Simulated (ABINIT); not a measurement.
Crystal: Ru.

```
CELL_PARAMETERS angstrom
2.70580 0.00000 0.00000
-1.35290 2.34329 0.00000
0.00000 0.00000 4.28190
ATOMIC_POSITIONS crystal
Ru 0.66667 0.33333 0.75000
Ru 0.33333 0.66667 0.25000
```

Base run:

| Quantity | Value |
| --- | --- |
| Program | ABINIT 10.8.3 (patched build) |
| Functional | PBE |
| Potentials or basis | JTH PAW PBE v2.0 |
| Cutoff | 408 eV |
| k mesh | 11 × 11 × 6 |
| Occupations | fermi-dirac, width 0.05 eV |
| Spin | no spin polarisation |

Its results: band gap on the k mesh none (metal or under the smearing width); pressure 4.2 GPa.

**Question.** After a change of settings the same cell gave: band gap on the k mesh none (metal or under the smearing width); pressure 4.7 GPa. Which change was it?
A. functional from PBE to LDA; potentials or basis from JTH PAW PBE v2.0 to JTH PAW LDA v2.0
B. functional from PBE to PBEsol; k mesh from 11 × 11 × 6 to 4 × 4 × 2
C. k mesh from 11 × 11 × 6 to 7 × 7 × 4
D. functional from PBE to BLYP

**Answer.** C.

Caveats: some runs use coarse meshes.
